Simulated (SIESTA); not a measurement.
Runs of SIESTA 5.4.2 on NiO. It takes space group Fm-3m (No. 225, cubic). Conventional cell: a = 4.172 Å, b = 4.172 Å, c = 4.172 Å, α = 90.00°, β = 90.00°, γ = 90.00°. Ni (site symmetry m-3m) has 6 O at 2.09 Å as nearest neighbours. O (site symmetry m-3m) is surrounded by 6 Ni at 2.09 Å. 

```csv
task,level,potentials or basis,gap on the mesh (eV),pressure (GPa),moment (μB)
band structure,PBEsol,"PseudoDojo 0.4 standard (PBEsol files), DZP (energy shift 0.003 Ry; two zetas on semicore shells)",none,-8.8,1.16
band structure,PBEsol,"PseudoDojo 0.4 standard (PBEsol files), TZP (energy shift 0.003 Ry; two zetas on semicore shells)",none,-9.8,1.16
single point,LDA,"PseudoDojo 0.4 standard (LDA files), DZP (energy shift 0.003 Ry; two zetas on semicore shells)",none,(a),0.72
atomic charges,LDA,"PseudoDojo 0.4 standard (LDA files), TZP (energy shift 0.003 Ry; two zetas on semicore shells)",none,-19.2,0.72
```

Alike in all rows: spin collinear, ferromagnetic start; cell as given; k mesh 8 × 8 × 8; smearing fermi-dirac 0.05 eV; grid cutoff 800 Ry; energy shift 0.003 Ry.

Problem. Fill in the values left out.

Solution. (a) -18.0.

Caveats: short orbitals over semicore shells can move pressures by several GPa; the basis of atomic orbitals isn't converged, which shifts pressures, moduli and gaps; a cell with one magnetic atom can't hold antiferromagnetic order, which such compounds often take; semilocal functionals often make such compounds metallic where correlation or magnetic order opens a gap, which also shifts bond lengths; so large a pressure means that the cell lies far from this level's equilibrium, or that cutoff or potentials fall short (some runs).

A gap of «none» marks a metal or a gap under the smearing width.

Runs at the PBE level aren't shown here.
